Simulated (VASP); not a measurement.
# Pb (P-1) in VASP: relaxation of cell and atoms with MS2

Aim: the relaxation of cell and atoms of Pb with MS2.

Everything below comes from runs of VASP 6.6.1. Logs are shortened: lines on timing, memory, paths and dates and some standing lists are left out, and cuts for length are marked.

### 1 The cell of the first run

The typed cell holds 1 atom: a = 3.476 Å, b = 3.523 Å, c = 3.499 Å, α = 59.64°, β = 59.57°, γ = 60.06°.

### 2 Relaxation of cell and atoms, MS2 (cell sheared at random, sigma 0.01, atoms nudged by 0.01 Å)

INCAR

```
ALGO = Normal
EDIFF = 1E-6
EDIFFG = -0.005
ENCUT = 600
IBRION = 2
ISIF = 3
ISMEAR = 1
LASPH = True
LCHARG = False
LMIXTAU = True
LREAL = False
LWAVE = False
METAGGA = MS2
NELM = 80
NSW = 40
PREC = Accurate
SIGMA = 0.1
```

KPOINTS

```
k-points
0
Gamma
  7 7 7
```

POSCAR

```
Pb
1.0
    0.0193336300      2.4628699300      2.4528113600
    2.5028571400     -0.0067465600      2.4788915500
    2.4813249000      2.4674178800      0.0147856800
Pb
1
Direct
    0.0000000000      0.0000000000      0.0000000000
```

Potentials or basis: VASP PAW PBE potentials, release 64 (Pb_d).

Started as:

```console
cat potpaw_PBE.64/Pb_d/POTCAR > POTCAR
mpirun -np 1 vasp_std > vasp.out
```

OUTCAR:

```text
EDIFF = 1E-6
   EDIFFG = -0.005
   ENCUT = 600
   IBRION = 2
   ISIF = 3
   ISMEAR = 1
   LASPH = True
   LREAL = False
   METAGGA = MS2
   NELM = 80
   NSW = 40
   PREC = Accurate

 ion  position               nearest neighbor table
   1  0.000  0.000  0.000-

  LATTYP: Found a triclinic cell.
 ALAT       =     6.0759608958
 B/A-ratio  =     0.5747170059
 C/A-ratio  =     0.5720860747
 COS(alpha) =     0.0040486270
 COS(beta)  =     0.2850159522
 COS(gamma) =     0.8682541366

  Lattice vectors:

 A1 = (   2.5050557500,  -4.9437809300,   2.4901860600)
 A2 = (   0.0215322400,  -2.4741644400,   2.4641058700)
 A3 = (  -0.0193336300,  -2.4628699300,  -2.4528113600)

Analysis of symmetry for initial positions (statically):
=====================================================================
 Subroutine PRICEL returns:
 Original cell was already a primitive cell.

 Routine SETGRP: Setting up the symmetry group for a
 triclinic supercell.

 Subroutine GETGRP returns: Found  2 space group operations
 (whereof  2 operations were pure point group operations)
 out of a pool of  2 trial point group operations.

The static configuration has the point symmetry S_2 .

Analysis of symmetry for dynamics (positions and initial velocities):
=====================================================================
 Subroutine PRICEL returns:
 Original cell was already a primitive cell.

 Routine SETGRP: Setting up the symmetry group for a
 triclinic supercell.

 Subroutine GETGRP returns: Found  2 space group operations
 (whereof  2 operations were pure point group operations)
 out of a pool of  2 trial point group operations.

The dynamic configuration has the point symmetry S_2 .

 Subroutine INISYM returns: Found  2 space group operations
 (whereof  2 operations are pure point group operations),
 and found     1 'primitive' translations

----------------------------------------------------------------------------------------

                                     Primitive cell

  volume of cell :      30.1282

  direct lattice vectors                    reciprocal lattice vectors
     0.019333630  2.462869930  2.452811360    -0.203017904  0.202930537  0.205532950
     2.502857140 -0.006746560  2.478891550     0.199670019 -0.202001412  0.201255941
     2.481324900  2.467417880  0.014785680     0.203189651  0.202173159 -0.204603826

  length of vectors
     3.475972619  3.522675503  3.499334633     0.353045133  0.348104354  0.352168633

  position of ions in fractional coordinates (direct lattice)
     0.000000000  0.000000000  0.000000000

  ion indices of the primitive-cell ions
   primitive index   ion index
                 1           1

----------------------------------------------------------------------------------------

 KPOINTS: k-points

Automatic generation of k-mesh.
 Grid dimensions read from file:
 generate k-points for:    7    7    7

 Generating k-lattice:

  Cartesian coordinates                     Fractional coordinates (reciprocal lattice)
    -0.029002558  0.028990077  0.029361850     0.142857143  0.000000000 -0.000000000
     0.028524288 -0.028857345  0.028750849    -0.000000000  0.142857143 -0.000000000
     0.029027093  0.028881880 -0.029229118     0.000000000 -0.000000000  0.142857143

  Length of vectors
     0.050435019  0.049729193  0.050309805

  Shift w.r.t. Gamma in fractional coordinates (k-lattice)
     0.000000000  0.000000000  0.000000000

 Subroutine IBZKPT returns following result:
 ===========================================

 Found    172 irreducible k-points:

 Following reciprocal coordinates:
            Coordinates               Weight
  0.000000  0.000000  0.000000      1.000000
  0.142857  0.000000 -0.000000      2.000000
  0.285714  0.000000  0.000000      2.000000
  0.428571 -0.000000 -0.000000      2.000000
  0.000000  0.142857  0.000000      2.000000
  0.142857  0.142857 -0.000000      2.000000
[... 16 lines left out ...]
 -0.428571  0.428571  0.000000      2.000000
 -0.285714  0.428571 -0.000000      2.000000
 [... further k-points ...]
   k-points           NKPTS =    172   k-points in BZ     NKDIM =    172   number of bands    NBANDS=     11
   number of dos      NEDOS =    301   number of ions     NIONS =      1
   total plane-waves  NPLWV =  21952
   dimension x,y,z NGX =    28 NGY =   28 NGZ =   28
   dimension x,y,z NGXF=    56 NGYF=   56 NGZF=   56
   ions per type =               1
   NGX,Y,Z   is equivalent  to a cutoff of  13.39, 13.21, 13.30 a.u.
   NGXF,Y,Z  is equivalent  to a cutoff of  26.78, 26.43, 26.60 a.u.
 SYSTEM =  unknown system
   PREC   = accura    normal or accurate (medium, high low for compatibility)
   ISTART =      0    job   : 0-new  1-cont  2-samecut
   ICHARG =      2    charge: 1-file 2-atom 10-const
   ISPIN  =      1    spin polarized calculation?
   LNONCOLLINEAR =      F non collinear calculations
   LSORBIT =      F    spin-orbit coupling
   LASPH  =      T    aspherical Exc in radial PAW
   ENCUT  =  600.0 eV  44.10 Ry    6.64 a.u.   6.94  7.04  6.99*2*pi/ulx,y,z
   NELM   =     80;   NELMIN=  2; NELMDL= -5     # of ELM steps
   EDIFF  = 0.1E-05   stopping-criterion for ELM
   LREAL  =      F    real-space projection
   EDIFFG = -.5E-02   stopping-criterion for IOM
   NSW    =     40    number of steps for IOM
   IBRION =      2    ionic relax: 0-MD 1-quasi-New 2-CG
   NFREE  =      1    steps in history (QN), initial steepest desc. (CG)
   ISIF   =      3    stress and relaxation
   ISYM   =      2    0-nonsym 1-usesym 2-fastsym
   POTIM  = 0.5000    time-step for ionic-motion
   TEBEG  =    0.0;   TEEND  =   0.0 temperature during run
   PSTRESS=    0.0 pullay stress
   NELECT =      14.0000    total number of electrons
   NUPDOWN=      -1.0000    fix difference up-down
   EMIN   =  10.00;   EMAX   =-10.00  energy-range for DOS
   EFERMI =   0.00;   METHOD = LEGACY
   ISMEAR =     1;   SIGMA  =   0.10  broadening in eV -4-tet -1-fermi 0-gaus
   EFERMI_NEDOS =   21; number of points for ismear=-14 and -15
   IALGO  =     38    algorithm
   IMIX   =      4    mixing-type and parameters
     AMIX     =   0.40;   BMIX     =  1.00
     AMIX_MAG =   1.60;   BMIX_MAG =  1.00
  volume/ion in A,a.u.               =      30.13       203.32
  Fermi-wavevector in a.u.,A,eV,Ry     =   1.268021  2.396213 21.876505  1.607878
  Thomas-Fermi vector in A             =   2.401138
   LORBIT       =      0    0 simple, 1 ext, 2 COOP (PROOUT), +10 PAW based schemes
   METAGGA = MS2    functional components
   LHFCALC =     F    Hartree Fock is set to
   AEXX    =    0.0000 exact exchange contribution
   IVDW    =     0    specifies the selected vdW correction
   LEPSILON=     F    determine dielectric tensor
   LRPA    =     F    only Hartree local field effects (RPA)
 conjugate gradient relaxation of ions
 non-spin polarized calculation
 Methfessel and Paxton  Order N= 1 SIGMA  =   0.10
  energy-cutoff  :      600.00
  volume of cell :       30.13
 maximum number of plane-waves:      1016
   NGX = 13   NGY = 15   NGZ = 13

--------------------------------------- Ionic step        1  -------------------------------------------

 number of electron      13.9999999 magnetization

 Free energy of the ion-electron system (eV)
  ---------------------------------------------------
  ext. energy  EPLUGINS =         0.00000000
  ---------------------------------------------------
  free energy    TOTEN  =        16.19464427 eV

  energy without entropy =       16.19466290  energy(sigma->0) =       16.19465048

------------------------ aborting loop because EDIFF is reached ----------------------------------------

  FORCE on cell =-STRESS in cart. coord.  units (eV):
  Direction    XX          YY          ZZ          XY          YZ          ZX
  --------------------------------------------------------------------------------------
  -------------------------------------------------------------------------------------
  Total        0.0481794      0.0536361      0.0333883      0.0144805      0.0240429     -0.1007256
  in kB        2.5621180      2.8522997      1.7755470      0.7700545      1.2785684     -5.3564538
  external PRESSURE =       2.3966549 kB  Pullay stress =       0.0000000 kB
[... 86 lines left out ...]
  FREE ENERGIE OF THE ION-ELECTRON SYSTEM (eV)
  ---------------------------------------------------
  free  energy   TOTEN  =        16.1937180367 eV

  energy  without entropy=       16.1935419784  energy(sigma->0) =       16.19365935

[... ionic steps 4 to 13 ...]

--------------------------------------- Ionic step       14  -------------------------------------------

 number of electron      13.9999998 magnetization

------------------------ aborting loop because EDIFF is reached ----------------------------------------

  FORCE on cell =-STRESS in cart. coord.  units (eV):
  Direction    XX          YY          ZZ          XY          YZ          ZX
  --------------------------------------------------------------------------------------
  -------------------------------------------------------------------------------------
  Total        0.0050613      0.0057690      0.0170951      0.0028602     -0.0009162     -0.0016307
  in kB        0.2681243      0.3056152      0.9056191      0.1515219     -0.0485385     -0.0863871
  external PRESSURE =       0.4931195 kB  Pullay stress =       0.0000000 kB
[... 55 lines left out ...]
  energy  without entropy=       16.1932129471  energy(sigma->0) =       16.19324672

--------------------------------------- Ionic step       16  -------------------------------------------

 number of electron      13.9999998 magnetization

 Free energy of the ion-electron system (eV)
  ---------------------------------------------------
  ext. energy  EPLUGINS =         0.00000000
  ---------------------------------------------------
  free energy    TOTEN  =        16.19326426 eV

  energy without entropy =       16.19318633  energy(sigma->0) =       16.19323828

 E-fermi :   7.0915     XC(G=0): -10.7063

 val. band max:        7.0829129768   @ k =   0.2857  -0.1429   0.1429
 cond. band min:       7.3401985359   @ k =  -0.4286   0.4286   0.0000
 fundamental gap:      0.2572855591
 Fermi energy:         7.0914784348

 k-point     1 :       0.0000    0.0000    0.0000
  band No.  band energies     occupation
      1     -10.0333      2.00000
      2     -10.0329      2.00000
      3     -10.0173      2.00000
      4      -9.8951      2.00000
      5      -9.8687      2.00000
      6      -4.6560      2.00000
      7      14.6966      0.00000
      8      14.7211      0.00000
      9      14.7232      0.00000
     10      17.1794      0.00000
     11      18.7392      0.00000
[... 309 lines left out ...]
 k-point    24 :      -0.2857    0.4286   -0.0000
  band No.  band energies     occupation
      1     -10.0923      2.00000
      2      -9.9685      2.00000
      3      -9.8645      2.00000
      4      -9.8383      2.00000
      5      -9.7505      2.00000
      6       0.1040      2.00000
      7       4.3921      2.00000
      8       7.0158      1.95623
      9      10.4369      0.00000
     10      13.8122      0.00000
     11      19.5737      0.00000

 [... further k-points ...]

------------------------ aborting loop because EDIFF is reached ----------------------------------------

  FORCE on cell =-STRESS in cart. coord.  units (eV):
  Direction    XX          YY          ZZ          XY          YZ          ZX
  --------------------------------------------------------------------------------------
  -------------------------------------------------------------------------------------
  Total        0.0013804      0.0046214     -0.0030079      0.0003942     -0.0004087      0.0012128
  in kB        0.0730368      0.2445225     -0.1591490      0.0208571     -0.0216240      0.0641708
  external PRESSURE =       0.0528034 kB  Pullay stress =       0.0000000 kB
[... 16 lines left out ...]
  FREE ENERGIE OF THE ION-ELECTRON SYSTEM (eV)
  ---------------------------------------------------
  free  energy   TOTEN  =        16.1932642566 eV

  energy  without entropy=       16.1931863272  energy(sigma->0) =       16.19323828

 reached required accuracy - stopping structural energy minimisation
```

It took 19 min on 1 thread of Intel Xeon Platinum 8488C (Sapphire Rapids), shared host; peak memory 0.23 GiB.

What came out:

| Property | Result |
| --- | --- |
| Free energy | 16.1933 eV |
| Relaxed volume | 30.28 Å³/atom |
| Relaxed cell | a = 3.489 Å, b = 3.489 Å, c = 3.519 Å, α = 59.71°, β = 59.73°, γ = 60.57° |
| Space group after relaxing (to 0.05 Å) | I4/mmm (No. 139) |
| Energy gained by relaxing | 1.4 meV/atom |
| Ionic steps | 16 |
| Pressure after relaxing | 0.0 GPa |
| Band gap on the k mesh | none (metal or under the smearing width) |

The path:
```
step  energy change (eV)  largest force (eV/Å)  pressure (GPa)  volume (Å³)
   1              0.0000                0.0000            0.24        30.13
   2             -0.0009                0.0000           -0.13        30.32
   3             -0.0009                0.0000           -0.17        30.38
   4             -0.0009                0.0000           -0.22        30.40
   5             -0.0011                0.0000           -0.02        30.27
   6             -0.0011                0.0000           -0.03        30.27
   7             -0.0013                0.0000            0.05        30.22
   8             -0.0012                0.0000            0.23        30.13
   9             -0.0013                0.0000            0.16        30.19
  10             -0.0014                0.0000            0.06        30.25
  11             -0.0014                0.0000            0.01        30.25
  12             -0.0014                0.0000            0.03        30.24
  13             -0.0014                0.0000            0.08        30.24
  14             -0.0014                0.0000            0.05        30.24
  15             -0.0014                0.0000            0.04        30.26
  16             -0.0014                0.0000            0.01        30.28
```

Final structure:
```
Pb
1.0
    -0.00005    2.48779    2.44572
     2.48860   -0.00005    2.44550
     2.48842    2.48762   -0.00006
Pb
1
Cartesian
  0.0000 0.0000 0.0000
```

Caveat: the PAW data sets were made with another functional, which shifts forces and pressure a little.
